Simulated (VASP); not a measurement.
Set up this calculation in VASP 6.6.1, as the native input.

* Task: RPA correlation energy
* Functional: PBE
* Potentials or basis: VASP PAW PBE potentials, release 64 (Ru_sv_GW)
* Cutoff: 450 eV
* k mesh: 8 × 8 × 8
* Occupations: gaussian, width 0.05 eV
* Spin: no spin polarisation
* Cutoff of the response function: 250
* Frequency points: 12
* Further INCAR settings: ALGO = ACFDT; EDIFF = 1e-08; NBANDS = 321

The system is Ru.

```
Ru
1.0
    -1.50909    1.50909    1.50909
     1.50909   -1.50909    1.50909
     1.50909    1.50909   -1.50909
Ru
1
Direct
  0.00000 0.00000 0.00000
```

This isn't the form of Ru at room conditions, which is hcp.

The input as run:

POSCAR

```
Ru
1.0
   -1.5090900000      1.5090900000      1.5090900000
    1.5090900000     -1.5090900000      1.5090900000
    1.5090900000      1.5090900000     -1.5090900000
Ru
1
Direct
    0.0000000000      0.0000000000      0.0000000000
```

INCAR.step1

```
SYSTEM = Ru
ALGO = Fast ; EDIFF = 1E-8
ENCUT = 450 ; GGA = PE
ISMEAR = 0 ; LASPH = .TRUE.
LCHARG = .FALSE. ; LREAL = .FALSE.
LWAVE = .TRUE. ; NELM = 60
PREC = Accurate ; SIGMA = 0.05
```

INCAR.step2

```
SYSTEM = Ru
AEXX = 1.0 ; AGGAC = 0.0
ALDAC = 0.0 ; ALGO = EIGENVAL
EDIFF = 1E-8 ; ENCUT = 450
GGA = PE ; ISMEAR = 0
ISTART = 1 ; LASPH = .TRUE.
LCHARG = .FALSE. ; LHFCALC = .TRUE.
LREAL = .FALSE. ; LWAVE = .FALSE.
NELM = 1 ; PREC = Accurate
PRECFOCK = Fast ; SIGMA = 0.05
```

INCAR.step3

```
SYSTEM = Ru
ALGO = Exact ; EDIFF = 1E-8
ENCUT = 450 ; GGA = PE
ISMEAR = 0 ; ISTART = 1
LASPH = .TRUE. ; LCHARG = .FALSE.
LOPTICS = .TRUE. ; LREAL = .FALSE.
LWAVE = .TRUE. ; NBANDS = 321
NELM = 1 ; PREC = Accurate
SIGMA = 0.05
```

INCAR.step4

```
SYSTEM = Ru
ALGO = ACFDT ; EDIFF = 1E-8
ENCUT = 450 ; ENCUTGW = 250
GGA = PE ; ISMEAR = 0
ISTART = 1 ; LASPH = .TRUE.
LCHARG = .FALSE. ; LREAL = .FALSE.
LWAVE = .FALSE. ; NBANDS = 321
NELM = 60 ; NOMEGA = 12
PREC = Accurate ; PRECFOCK = Fast
SIGMA = 0.05
```

KPOINTS

```
k-points
0
G
  8 8 8
  0 0 0
```

Potentials or basis: VASP PAW PBE potentials, release 64 (Ru_sv_GW).

Run with:

```bash
$ cat potpaw_PBE.64/Ru_sv_GW/POTCAR > POTCAR
$ cp INCAR.step1 INCAR
$ mpirun -np 1 vasp_std > vasp.out
$ cp INCAR.step2 INCAR
$ mpirun -np 1 vasp_std > vasp.out
$ cp INCAR.step3 INCAR
$ mpirun -np 1 vasp_std > vasp.out
$ cp INCAR.step4 INCAR
$ mpirun -np 1 vasp_std > vasp.out
```

Results of the run:

The band gap on the k mesh, mean-field level is none (metal or under the smearing width), the RPA correlation energy is -31.141 eV/atom and the RPA total energy per cell is -41.780 eV. The RPA correlation energy per cell is -31.141 eV.

Caveat: the k mesh is coarse (spacing up to 0.37 Å⁻¹), so the values aren't converged; the ground state has no gap, which makes the many-body step unreliable.

Wall time 49 min on 1 thread of Intel(R) Xeon(R) Platinum 8488C (Sapphire Rapids) (shared host), peak memory 1.1 GiB.
